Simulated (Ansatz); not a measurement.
Fluorite PbF2, relaxed with r2SCAN. It is cubic, Fm-3m (No. 225); a = 5.921 Å in the conventional setting, 17.30 Å³ an atom. Around Pb lie 8 F at 2.56 Å; around F lie 4 Pb at 2.56 Å.

```
CELL_PARAMETERS angstrom
0.00000 2.96044 2.96044
2.96044 0.00000 2.96044
2.96044 2.96044 0.00000
ATOMIC_POSITIONS crystal
Pb 0.00000 0.00000 0.00000
F 0.25000 0.25000 0.25000
F 0.75000 0.75000 0.75000
```

The questions ask for values computed with the plane-wave code Ansatz on this geometry. Calculated for a static, non-magnetic cell.

Q: Is there a gap with PBE, and of what kind?

A: PBE gives an indirect gap of 4.42 eV, from W to X; the least direct gap is 4.56 eV at X.

Q: What does r2SCAN give for the gap (8×8×8 mesh)?

A: The r2SCAN gap is indirect, 4.93 eV (W to X), below the direct gap of 5.07 eV at X. The gap differs by +0.51 eV from PBE's.

Q: Estimate the gap with HSE06 on 6×6×6.

A: HSE06 gives an indirect gap of 5.73 eV, from W to X; the least direct gap is 5.86 eV at X. The gap differs by +1.31 eV from PBE's.

Q: What does G0W0@PBE with 154 empty bands, a screening cutoff of 120 eV and a 4×4×4 mesh give?

A: 6.27 eV (the shift on the mesh added to PBE's least gap). The quasiparticle gap on this mesh is 6.27 eV (W to X), against 4.42 eV from PBE: +1.85 eV. Renormalisation factors Z lie between 0.72 and 0.84. No extrapolation in bands, cutoff or mesh was made for G0W0.

Q: Roughly how does the cost of the PBE+SOC run (8×8×8) compare with r2SCAN's (8×8×8)?

A: About 2.5 times as much (14 core-seconds against 6 core-seconds, on 2 threads of Arm Neoverse V1 (shared host)).

Q: What are ε∞ and the Born charges with r2SCAN?

A: The clamped-ion dielectric constant comes out as 3.18 in all directions. Born charges, averaged over directions: Pb +3.22, F -1.61 e.

Q: Going by these computed values, what does each step up buy?

A: Taking G0W0@PBE (154 empty bands, 120 eV, 4×4×4), 6.27 eV, as the yardstick (a computed one, not at the basis limit), PBE0 comes nearest, +0.18 eV off, at about 27 times r2SCAN's cost; G0W0 itself took about 5 times r2SCAN's cost. The others: HSE06 -0.54, r2SCAN -1.34, PBE -1.85 eV. The yardstick's own error is a tenth of an eV or more. r2SCAN covers 39 % of the step from PBE to HSE06, while HSE06 needs about 27 times r2SCAN's cost (on a coarser mesh). For gaps to 0.1 eV, spin-orbit coupling (up to 0.39 eV here) has to be included. All these functionals give a gap of the same kind, indirect.

Only the levels marked +SOC include spin-orbit coupling.

The meshes of the hybrids are coarse, so their gaps aren't converged to the digits shown.
